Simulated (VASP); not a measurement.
Here is a VASP 6.6.1 calculation.

Contents of INCAR:

```
PREC = Accurate ; ENCUT = 520
EDIFF = 1E-7 ; ISMEAR = 0
SIGMA = 0.02 ; LREAL = F
LASPH = T ; NELM = 150
ALGO = Fast ; ISIF = 2
LWAVE = F ; LCHARG = T
ISPIN = 2 ; MAGMOM = 1 0
LORBIT = 11 ; LMAXMIX = 4
LELF = T
```

Contents of KPOINTS:

```
regular mesh
0
Gamma
  11 11 11
```

The input POSCAR:

```
NiO
1.0
    0.0000000000      2.0913095100      2.0913095100
    2.0913095100      0.0000000000      2.0913095100
    2.0913095100      2.0913095100      0.0000000000
Ni O
1 1
Direct
    0.0000000000      0.0000000000      0.0000000000
    0.5000000000      0.5000000000      0.5000000000
```

Potentials or basis: VASP PAW LDA potentials, release 64 (Ni, O).

Run with:

```bash
$ cat potpaw_LDA.64/Ni/POTCAR potpaw_LDA.64/O/POTCAR > POTCAR
$ mpirun -np 1 vasp_std > vasp.out
```

**Question.** Predict the band gap on the k mesh.

**Answer.** None (metal or under the smearing width).

**Question.** What does it give for the pressure?

**Answer.** -21.0 GPa.

**Question.** What does it give for the net moment?

**Answer.** 0.36 μB per cell.

**Question.** What does it give for the site moments?

**Answer.** Ni +0.30; O +0.05 μB.

Caveat: so large a pressure means that the cell lies far from this level's equilibrium, or that cutoff or potentials fall short; semilocal functionals often make such compounds metallic where correlation or magnetic order opens a gap, which also shifts bond lengths.

The gap isn't set beside the measured one, since this odd mesh misses points on the zone boundary.
